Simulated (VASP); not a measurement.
# GaP (F-43m) in VASP: notebook, part 2 of 4

VASP 6.6.1. The steps go on from the part before.

### Step 3. G0W0 quasiparticle levels, PBE

Input file POSCAR:

```
GaP
1.0
    0.0000000000      2.7252500000      2.7252500000
    2.7252500000      0.0000000000      2.7252500000
    2.7252500000      2.7252500000      0.0000000000
Ga P
1 1
Direct
    0.0000000000      0.0000000000      0.0000000000
    0.7500000000      0.7500000000      0.7500000000
```

Input file INCAR.step1:

```
SYSTEM = GaP
PREC     = Accurate       ! precision mode
ENCUT    = 450            ! plane-wave cutoff, eV
EDIFF    = 1E-8           ! SCF threshold, eV
ISMEAR   = 0              ! smearing method
SIGMA    = 0.01           ! smearing width, eV
LREAL    = .False.        ! projectors in reciprocal space
LASPH    = .True.         ! aspherical terms in the spheres
NELM     = 80             ! most SCF steps
ALGO     = Normal         ! electronic algorithm
LWAVE    = .True.         ! write WAVECAR
LCHARG   = .False.        ! write CHGCAR
GGA      = PE             ! functional
```

Input file INCAR.step2:

```
SYSTEM = GaP
PREC     = Accurate       ! precision mode
ENCUT    = 450            ! plane-wave cutoff, eV
EDIFF    = 1E-8           ! SCF threshold, eV
ISMEAR   = 0              ! smearing method
SIGMA    = 0.01           ! smearing width, eV
LREAL    = .False.        ! projectors in reciprocal space
LASPH    = .True.         ! aspherical terms in the spheres
NELM     = 1              ! most SCF steps
ALGO     = Exact          ! electronic algorithm
LWAVE    = .True.         ! write WAVECAR
LCHARG   = .False.        ! write CHGCAR
GGA      = PE             ! functional
NBANDS   = 21             ! bands
LOPTICS  = .True.         ! frequency-dependent dielectric function
ISTART   = 1
```

Input file INCAR.step3:

```
SYSTEM = GaP
PREC     = Accurate       ! precision mode
ENCUT    = 450            ! plane-wave cutoff, eV
EDIFF    = 1E-8           ! SCF threshold, eV
ISMEAR   = 0              ! smearing method
SIGMA    = 0.01           ! smearing width, eV
LREAL    = .False.        ! projectors in reciprocal space
LASPH    = .True.         ! aspherical terms in the spheres
ALGO     = EVGW0          ! electronic algorithm
LWAVE    = .False.        ! write WAVECAR
LCHARG   = .False.        ! write CHGCAR
GGA      = PE             ! functional
NELMGW   = 1            
NBANDS   = 21             ! bands
ENCUTGW  = 75             ! cutoff of the response function
NOMEGA   = 48             ! frequency points
PRECFOCK = Fast         
ISTART   = 1            
NBANDSGW = 17
```

Input file KPOINTS:

```
Automatic mesh
0
Gamma
  3 3 3
  0 0 0
```

Potentials or basis: VASP PAW PBE potentials, release 64 (Ga_d_GW, P_GW).

On the command line:

```bash
cat potpaw_PBE.64/Ga_d_GW/POTCAR potpaw_PBE.64/P_GW/POTCAR > POTCAR
cp INCAR.step1 INCAR
mpirun -np 1 vasp_std > vasp.out
cp INCAR.step2 INCAR
mpirun -np 1 vasp_std > vasp.out
cp INCAR.step3 INCAR
mpirun -np 1 vasp_std > vasp.out
```

OUTCAR:

```text
SYSTEM = GaP
   PREC = Accurate
   ENCUT = 450
   EDIFF = 1E-8
   ISMEAR = 0
   LREAL = .False.
   LASPH = .True.
   GGA = PE
   NELMGW = 1
   ENCUTGW = 75
   PRECFOCK = Fast
   ISTART = 1

 Found      4 irreducible k-points:

 Following reciprocal coordinates:
            Coordinates               Weight
  0.000000  0.000000  0.000000      1.000000
  0.333333  0.000000  0.000000      8.000000
  0.333333  0.333333  0.000000      6.000000
 -0.333333  0.333333  0.000000     12.000000
   k-points           NKPTS =      4   k-points in BZ     NKDIM =     27   number of bands    NBANDS=     21
   number of dos      NEDOS =    301   number of ions     NIONS =      2
   total plane-waves  NPLWV =  21952
   dimension x,y,z NGX =    28 NGY =   28 NGZ =   28
   dimension x,y,z NGXF=    56 NGYF=   56 NGZF=   56
   ions per type =               1   1
   NGX,Y,Z   is equivalent  to a cutoff of  12.08, 12.08, 12.08 a.u.
   NGXF,Y,Z  is equivalent  to a cutoff of  24.16, 24.16, 24.16 a.u.
 SYSTEM =  GaP
   PREC   = accura    normal or accurate (medium, high low for compatibility)
   ISTART =      1    job   : 0-new  1-cont  2-samecut
   ICHARG =      0    charge: 1-file 2-atom 10-const
   ISPIN  =      1    spin polarized calculation?
[... 32 lines left out ...]
   PRECFOCK=fast      Normal, Fast or Accurate (Low or Medium for compatibility)
   ENCUT4O =  -1.0   cutoff for four orbital integrals eV
   NKREDX  =     1    reduce k-point grid by
   NKREDY  =     1    reduce k-point grid by
   NKREDZ  =     1    reduce k-point grid by
   AEXX    =    1.0000 exact exchange contribution
   HFSCREEN=    0.0000 screening length (either q_TF or 0.3 A-1)
   HFSCREENC=   0.0000 screening length for correlation (either q_TF or 0.3 A-1)
   ENCUTFOCK=  -1.0 apply spherical cutoff to Coloumb kernel
   IVDW    =     0    specifies the selected vdW correction
   LEPSILON=     F    determine dielectric tensor
   LRPA    =     F    only Hartree local field effects (RPA)
   LRPAFORCE           =     F    calculate RPA forces
   ENCUTGW             =  75.0    cutoff for response function in eV
   ENCUTGWSOFT         =  60.0    soft cutoff for Coulomb kernel in GW response function in eV
   ENCUTLF             =  -1.0    cutoff for local field effects
   NELMGW              =     1    number of iterations in solving QP/BSE equation
   NELMHF              =     1    number of iterations in the inner HF iteration
   NKREDLFX            =     1    NKREDLFY  =   1   NKREDLFZ  =   1
 non-spin polarized calculation
 Gauss-broadening in eV      SIGMA  =   0.01
  energy-cutoff  :      450.00
  volume of cell :       40.48
 maximum number of plane-waves:       893
 NGX is ok and might be reduce to    28
  NGX = 16; NGY = 16; NGZ = 16
   NGX = 13   NGY = 13   NGZ = 13
 maximum number of plane-waves:        64
 NGX is ok and might be reduce to    14

 QP shifts <psi_nk| G(iteration)W_0 |psi_nk>: iteration 1
 for sc-GW calculations column KS-energies equals QP-energies in previous step
 and V_xc(KS)=  KS-energies - (<T + V_ion + V_H > + <T+V_H+V_ion>^1  + <V_x>^1)

 k-point   1 :       0.0000    0.0000    0.0000
  band No.  KS-energies  QP-energies   sigma(KS)   V_xc(KS)     V^pw_x(r,r')   Z            occupation Imag(sigma)

      1     -10.1856     -13.8104     -26.9718     -21.6848     -35.0252       0.6856       2.0000       0.2783
      2     -10.1856     -13.8104     -26.9718     -21.6848     -35.0252       0.6856       2.0000       0.2783
      3     -10.1856     -13.8104     -26.9718     -21.6848     -35.0252       0.6856       2.0000       0.2783
      4     -10.0900     -13.7605     -27.1477     -21.8034     -35.1437       0.6868       2.0000       0.2436
      5     -10.0900     -13.7605     -27.1477     -21.8034     -35.1437       0.6868       2.0000       0.2436
      6      -8.0298      -7.9636     -11.2615     -11.3534     -18.6291       0.7207       2.0000       1.3435
[... 59 lines left out ...]
      3     -10.1367     -13.8317     -27.1056     -21.7837     -35.1500       0.6943       2.0000       0.2739
      4     -10.1005     -13.7619     -27.1099     -21.7748     -35.1096       0.6863       2.0000       0.2430
      5     -10.0831     -13.7828     -27.1574     -21.8126     -35.1573       0.6922       2.0000       0.2391
      6      -5.2807      -5.3167     -12.6923     -12.6405     -19.1782       0.6937       2.0000       0.7906
[... 9 lines left out ...]
     16      19.4742      20.8660      -7.4084      -9.1973      -2.7823       0.7780       0.0000      -0.7006
     17      20.2154      21.9250      -8.4324     -10.6356      -3.3956       0.7760       0.0000      -0.9552
```

OUTCAR.step2:

```text
SYSTEM = GaP
   PREC = Accurate
   ENCUT = 450
   EDIFF = 1E-8
[... 538 lines left out ...]
  --------------------------------------------------------------------------------------------------------------
     0.00000    29.71780    29.71780    29.71780    -0.00000     0.00000     0.00000
     0.46836    30.62687    30.62687    30.62687    -0.00000     0.00000     0.00000
     0.93672    34.01242    34.01242    34.01242    -0.00000     0.00000     0.00000
     1.40507    43.96547    43.96547    43.96547    -0.00000     0.00000     0.00000
     1.87343     5.38333     5.38333     5.38333    -0.00000     0.00000     0.00000
     2.34179    44.95105    44.95105    44.95105    -0.00000     0.00000     0.00000
[... 92 lines left out ...]
    45.89904     0.79929     0.79929     0.79929     0.00000     0.00000    -0.00000
    46.36740     0.80362     0.80362     0.80362     0.00000     0.00000    -0.00000
```

Run time: 21 s. Hardware: 1 thread of Intel Xeon Platinum 8488C (Sapphire Rapids), shared host; peak memory 0.25 GiB.

The run converged, but some of its settings lie outside the range that counts as converged, so its numbers aren't taken as properties of the crystal.

What came out:

| Property | Result |
| --- | --- |
| Band gap on the k mesh, mean-field level | 1.70 eV, indirect (least direct gap 1.80 eV) |
| Quasiparticle gap | 2.22 eV |
| Least direct quasiparticle gap | 2.83 eV |

Caveat: the k mesh is coarse (spacing up to 0.67 Å⁻¹), so the values aren't converged; bands, screening cutoff and mesh are small and nothing is extrapolated, so the quasiparticle values aren't converged; an odd mesh through Γ misses points on the zone boundary, where band edges often lie.

### Step 4. G0W0 quasiparticle levels, PBE

POSCAR is that of step 3.

INCAR.step1 is that of step 3.

Changes to INCAR.step2 since step 3:

```diff
@@ -13,3 +13,3 @@
 GGA      = PE             ! functional
-NBANDS   = 21             ! bands
+NBANDS   = 57             ! bands
 LOPTICS  = .True.         ! frequency-dependent dielectric function
```

Changes to INCAR.step3 since step 3:

```diff
@@ -13,4 +13,4 @@
 NELMGW   = 1            
-NBANDS   = 21             ! bands
-ENCUTGW  = 75             ! cutoff of the response function
+NBANDS   = 57             ! bands
+ENCUTGW  = 50             ! cutoff of the response function
 NOMEGA   = 48             ! frequency points
```

KPOINTS is that of step 3.

Potentials or basis: VASP PAW PBE potentials, release 64 (Ga_d_GW, P_GW).

On the command line:

```bash
cat potpaw_PBE.64/Ga_d_GW/POTCAR potpaw_PBE.64/P_GW/POTCAR > POTCAR
cp INCAR.step1 INCAR
mpirun -np 1 vasp_std > vasp.out
cp INCAR.step2 INCAR
mpirun -np 1 vasp_std > vasp.out
cp INCAR.step3 INCAR
mpirun -np 1 vasp_std > vasp.out
```

OUTCAR:

```text
SYSTEM = GaP
   PREC = Accurate
   ENCUT = 450
   EDIFF = 1E-8
   ISMEAR = 0
   LREAL = .False.
   LASPH = .True.
   GGA = PE
   NELMGW = 1
   ENCUTGW = 50
   PRECFOCK = Fast
   ISTART = 1

 Found      4 irreducible k-points:

 Following reciprocal coordinates:
            Coordinates               Weight
  0.000000  0.000000  0.000000      1.000000
  0.333333  0.000000  0.000000      8.000000
  0.333333  0.333333  0.000000      6.000000
 -0.333333  0.333333  0.000000     12.000000
   k-points           NKPTS =      4   k-points in BZ     NKDIM =     27   number of bands    NBANDS=     57
   number of dos      NEDOS =    301   number of ions     NIONS =      2
   total plane-waves  NPLWV =  21952
   dimension x,y,z NGX =    28 NGY =   28 NGZ =   28
   dimension x,y,z NGXF=    56 NGYF=   56 NGZF=   56
   ions per type =               1   1
   NGX,Y,Z   is equivalent  to a cutoff of  12.08, 12.08, 12.08 a.u.
   NGXF,Y,Z  is equivalent  to a cutoff of  24.16, 24.16, 24.16 a.u.
 SYSTEM =  GaP
   PREC   = accura    normal or accurate (medium, high low for compatibility)
   ISTART =      1    job   : 0-new  1-cont  2-samecut
   ICHARG =      0    charge: 1-file 2-atom 10-const
   ISPIN  =      1    spin polarized calculation?
   LNONCOLLINEAR =      F non collinear calculations
   LSORBIT =      F    spin-orbit coupling
   LASPH  =      T    aspherical Exc in radial PAW
   ENCUT  =  450.0 eV  33.07 Ry    5.75 a.u.   6.67  6.67  6.67*2*pi/ulx,y,z
   NELM   =     60;   NELMIN=  2; NELMDL=  0     # of ELM steps
   EDIFF  = 0.1E-07   stopping-criterion for ELM
   LREAL  =      F    real-space projection
   EDIFFG = 0.1E-06   stopping-criterion for IOM
   NSW    =      0    number of steps for IOM
   IBRION =     -1    ionic relax: 0-MD 1-quasi-New 2-CG
   NFREE  =      0    steps in history (QN), initial steepest desc. (CG)
   ISIF   =      0    stress and relaxation
   ISYM   =      3    0-nonsym 1-usesym 2-fastsym
   POTIM  = 0.5000    time-step for ionic-motion
   TEBEG  =    0.0;   TEEND  =   0.0 temperature during run
   PSTRESS=    0.0 pullay stress
   NELECT =      18.0000    total number of electrons
   NUPDOWN=      -1.0000    fix difference up-down
   EMIN   =  10.00;   EMAX   =-10.00  energy-range for DOS
   EFERMI =   0.00;   METHOD = LEGACY
   ISMEAR =     0;   SIGMA  =   0.01  broadening in eV -4-tet -1-fermi 0-gaus
   EFERMI_NEDOS =   21; number of points for ismear=-14 and -15
   IALGO  =     38    algorithm
   IMIX   =      4    mixing-type and parameters
     AMIX     =   0.40;   BMIX     =  1.00
     AMIX_MAG =   1.60;   BMIX_MAG =  1.00
  volume/ion in A,a.u.               =      20.24       136.59
  Fermi-wavevector in a.u.,A,eV,Ry     =   1.249538  2.361284 21.243377  1.561344
  Thomas-Fermi vector in A             =   2.383574
   LORBIT       =      0    0 simple, 1 ext, 2 COOP (PROOUT), +10 PAW based schemes
   GGA     = PE    functional components
   LHFCALC =     T    Hartree Fock is set to
   PRECFOCK=fast      Normal, Fast or Accurate (Low or Medium for compatibility)
   ENCUT4O =  -1.0   cutoff for four orbital integrals eV
   NKREDX  =     1    reduce k-point grid by
   NKREDY  =     1    reduce k-point grid by
   NKREDZ  =     1    reduce k-point grid by
   AEXX    =    1.0000 exact exchange contribution
   HFSCREEN=    0.0000 screening length (either q_TF or 0.3 A-1)
   HFSCREENC=   0.0000 screening length for correlation (either q_TF or 0.3 A-1)
   ENCUTFOCK=  -1.0 apply spherical cutoff to Coloumb kernel
   IVDW    =     0    specifies the selected vdW correction
   LEPSILON=     F    determine dielectric tensor
   LRPA    =     F    only Hartree local field effects (RPA)
   LRPAFORCE           =     F    calculate RPA forces
   ENCUTGW             =  50.0    cutoff for response function in eV
   ENCUTGWSOFT         =  40.0    soft cutoff for Coulomb kernel in GW response function in eV
   ENCUTLF             =  -1.0    cutoff for local field effects
   NELMGW              =     1    number of iterations in solving QP/BSE equation
   NELMHF              =     1    number of iterations in the inner HF iteration
   NKREDLFX            =     1    NKREDLFY  =   1   NKREDLFZ  =   1
 non-spin polarized calculation
 Gauss-broadening in eV      SIGMA  =   0.01
  energy-cutoff  :      450.00
  volume of cell :       40.48
 maximum number of plane-waves:       893
 NGX is ok and might be reduce to    28
  NGX = 16; NGY = 16; NGZ = 16
   NGX = 13   NGY = 13   NGZ = 13
 maximum number of plane-waves:        34
 NGX is ok and might be reduce to    10

 QP shifts <psi_nk| G(iteration)W_0 |psi_nk>: iteration 1
 for sc-GW calculations column KS-energies equals QP-energies in previous step
 and V_xc(KS)=  KS-energies - (<T + V_ion + V_H > + <T+V_H+V_ion>^1  + <V_x>^1)

 k-point   1 :       0.0000    0.0000    0.0000
  band No.  KS-energies  QP-energies   sigma(KS)   V_xc(KS)     V^pw_x(r,r')   Z            occupation Imag(sigma)

      1     -10.1856     -13.7736     -26.8632     -21.6848     -35.0252       0.6929       2.0000       0.2604
      2     -10.1856     -13.7736     -26.8632     -21.6848     -35.0252       0.6929       2.0000       0.2604
      3     -10.1856     -13.7736     -26.8632     -21.6848     -35.0252       0.6929       2.0000       0.2604
      4     -10.0900     -13.7225     -27.0316     -21.8034     -35.1437       0.6948       2.0000       0.2241
      5     -10.0900     -13.7225     -27.0316     -21.8034     -35.1437       0.6948       2.0000       0.2241
      6      -8.0298      -8.2294     -11.6332     -11.3534     -18.6291       0.7131       2.0000       1.2281
[... 9 lines left out ...]
     16      14.1509      14.6742     -10.1397     -10.8284      -4.9889       0.7598       0.0000      -0.2569
     17      16.8528      16.8325      -8.1926      -8.1664      -2.3911       0.7766       0.0000      -0.5321

 k-point   2 :       0.3333    0.0000    0.0000
  band No.  KS-energies  QP-energies   sigma(KS)   V_xc(KS)     V^pw_x(r,r')   Z            occupation Imag(sigma)

      1     -10.2450     -13.7289     -26.4312     -21.4022     -34.6069       0.6928       2.0000       0.2923
      2     -10.1657     -13.7753     -26.9089     -21.7197     -35.0663       0.6956       2.0000       0.2586
      3     -10.1657     -13.7753     -26.9089     -21.7197     -35.0663       0.6956       2.0000       0.2586
      4     -10.0863     -13.7385     -27.0411     -21.8125     -35.1586       0.6985       2.0000       0.2232
      5     -10.0863     -13.7385     -27.0411     -21.8125     -35.1586       0.6985       2.0000       0.2232
      6      -6.7233      -6.9559     -12.2873     -11.9516     -18.9040       0.6928       2.0000       0.9508
[... 9 lines left out ...]
     16      14.1473      14.1646      -8.1303      -8.1523      -2.6893       0.7867       0.0000      -0.3816
     17      19.2487      19.5913      -9.2520      -9.7041      -3.0812       0.7576       0.0000      -0.7276

 k-point   3 :       0.3333    0.3333    0.0000
  band No.  KS-energies  QP-energies   sigma(KS)   V_xc(KS)     V^pw_x(r,r')   Z            occupation Imag(sigma)

      1     -10.2750     -13.7242     -26.3808     -21.3729     -34.5687       0.6888       2.0000       0.2961
      2     -10.1381     -13.7857     -26.9913     -21.7803     -35.1478       0.7000       2.0000       0.2557
      3     -10.1381     -13.7857     -26.9913     -21.7803     -35.1478       0.7000       2.0000       0.2557
      4     -10.1154     -13.7114     -26.9314     -21.7285     -35.0419       0.6912       2.0000       0.2271
      5     -10.0739     -13.7485     -27.0660     -21.8339     -35.1855       0.7023       2.0000       0.2199
      6      -6.2578      -6.4843     -12.3393     -12.0132     -18.7791       0.6946       2.0000       0.8738
[... 9 lines left out ...]
     16      18.8867      19.2001      -8.9823      -9.3929      -2.9341       0.7633       0.0000      -0.6765
     17      19.8687      20.4053     -10.3014     -11.0084      -3.9445       0.7590       0.0000      -0.9034

 k-point   4 :      -0.3333    0.3333    0.0000
  band No.  KS-energies  QP-energies   sigma(KS)   V_xc(KS)     V^pw_x(r,r')   Z            occupation Imag(sigma)

      1     -10.2740     -13.7166     -26.3295     -21.3469     -34.5252       0.6909       2.0000       0.3028
      2     -10.1481     -13.7791     -26.9506     -21.7436     -35.0963       0.6973       2.0000       0.2524
      3     -10.1367     -13.7916     -26.9916     -21.7837     -35.1500       0.7018       2.0000       0.2559
      4     -10.1005     -13.7257     -26.9938     -21.7748     -35.1096       0.6946       2.0000       0.2245
      5     -10.0831     -13.7460     -27.0388     -21.8126     -35.1573       0.7009       2.0000       0.2211
      6      -5.2807      -5.5190     -12.9807     -12.6405     -19.1782       0.7003       2.0000       0.7423
[... 9 lines left out ...]
     16      19.4742      19.7389      -8.8476      -9.1973      -2.7823       0.7568       0.0000      -0.6759
     17      20.2154      20.7825      -9.8877     -10.6356      -3.3956       0.7584       0.0000      -0.8961
```

Run time: 25 s. Hardware: 1 thread of Intel Xeon Platinum 8488C (Sapphire Rapids), shared host; peak memory 0.25 GiB.

These settings aren't checked as converged: the numbers below hold their error.

Results:

| Item | Value |
| --- | --- |
| Band gap on the k mesh, mean-field level | 1.70 eV, indirect (least direct gap 1.80 eV) |
| Quasiparticle gap | 2.05 eV |
| Least direct quasiparticle gap | 2.71 eV |

Caveat: the k mesh is coarse (spacing up to 0.67 Å⁻¹), so the values aren't converged; bands, screening cutoff and mesh are small and nothing is extrapolated, so the quasiparticle values aren't converged; an odd mesh through Γ misses points on the zone boundary, where band edges often lie.

(Part 2 of 4 ends here.)
